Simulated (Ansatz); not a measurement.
**MgTe (wurtzite): exact exchange against the cheap answer (a further series)**

The task here is to estimate one member of a computed series from the others.

Program: Ansatz 0.2.0. Level of theory: DFT at several levels, plane waves, PAW. These are calculated values, not measurements.

## Starting point

Symmetry: P6_3mc, No. 186, hexagonal system. The conventional cell has a = 4.532 Å, b = 4.532 Å, c = 7.422 Å, α = 90.00°, β = 90.00°, γ = 120.00°. Around Mg (site symmetry 3m) lie 4 Te at 2.78 Å. Te (site symmetry 3m) is surrounded by 4 Mg at 2.78 Å.

Structure file:

```xyz
4
Lattice="4.5317 0.0000 0.0000 -2.2659 3.9246 0.0000 0.0000 0.0000 7.4220" Properties=species:S:1:pos:R:3 pbc="T T T"
Mg    2.2659    1.3082    0.0000
Mg    0.0000    2.6164    3.7110
Te    2.2659    1.3082    4.6402
Te    0.0000    2.6164    0.9292
```

An earlier run on this cell at PBE gave 1.64 GPa at 33.001 Å³/atom (6×6×4 mesh), gap on the mesh 2.56 eV.

The cell stays fixed from here on.

Levels to run, all on a 4×4×2 mesh: revPBE0; HSE06 form (fraction 0.35, screening 0.1 Å⁻¹); PBE0 form (fraction 0.1); LC-ωPBE. Hardware: 4 threads of Arm Neoverse V2, shared host.

An earlier series ran PBE on this mesh: volume 33.001 Å³/atom, pressure 1.69 GPa, gap on the mesh 2.56 eV.

The first run:

input.yaml reads:

```yaml
crystal:
  lattice:
    - [4.5317478163, 0.0, 0.0]
    - [-2.2658739082, 3.9246087325, 0.0]
    - [0.0, 0.0, 7.4219566154]
  atoms:
    - { symbol: Mg, position: [0.6666666667, 0.3333333333, 0.0] }
    - { symbol: Mg, position: [0.3333333333, 0.6666666667, 0.5] }
    - { symbol: Te, position: [0.6666666667, 0.3333333333, 0.6252] }
    - { symbol: Te, position: [0.3333333333, 0.6666666667, 0.1252] }
basis:
  ecutwfc: 420
  ecutrho_ratio: 4
kpoints:
  mp_grid: { grid: [4, 4, 2] }
hamiltonian:
  xc: revpbe0
scf:
  occupations: { method: gaussian, width: 0.05 }
  n_extra_bands: 13
output:
  forces: true
  stress: true
  eigenvalues: true
  populations: true
  dos: { projected: true, de: 0.02 }
```

On the command line:

```bash
ansatz run input.yaml --threads 4 --pin off --max-ram 8192MiB --backend cpu --events-out ev --progress --plain --runs-dir out
```

Steps of the session up to this table: revPBE0; HSE06 form (fraction 0.35, screening 0.1 Å⁻¹); PBE0 form (fraction 0.1); LC-ωPBE.

One of the session's tables, all rows but one given; the rest of the session is left out.

| level | gap on the mesh (eV) | pressure (GPa) |
| --- | --- | --- |
| PBE (earlier series) | 2.56 | 1.7 |
| revPBE0 | ? | ? |
| HSE06 form (fraction 0.35, screening 0.1 Å⁻¹) | 4.21 | 0.6 |
| PBE0 form (fraction 0.1) | 3.16 | 1.4 |
| LC-ωPBE | 7.99 | -0.1 |

Q: Estimate the row for revPBE0 from the others.

**Answer.** gap on the mesh (eV): 4.22; pressure (GPa): 1.7. In the column «gap on the mesh (eV)» it lies between HSE06 form (fraction 0.35, screening 0.1 Å⁻¹) (4.21) and LC-ωPBE (7.99).

Against 2.56 eV at PBE, the runs with exact exchange give 3.16 (PBE0 form (fraction 0.1)) to 7.99 eV (LC-ωPBE). Gaps are over this coarse mesh alone, and total energies of different levels can't be compared. The program warned that the SCF threshold is loose for the stress of this hybrid run.

Limits of these values: Warnings in the runs' records: stress scf threshold loose, stress exchange threshold loose.
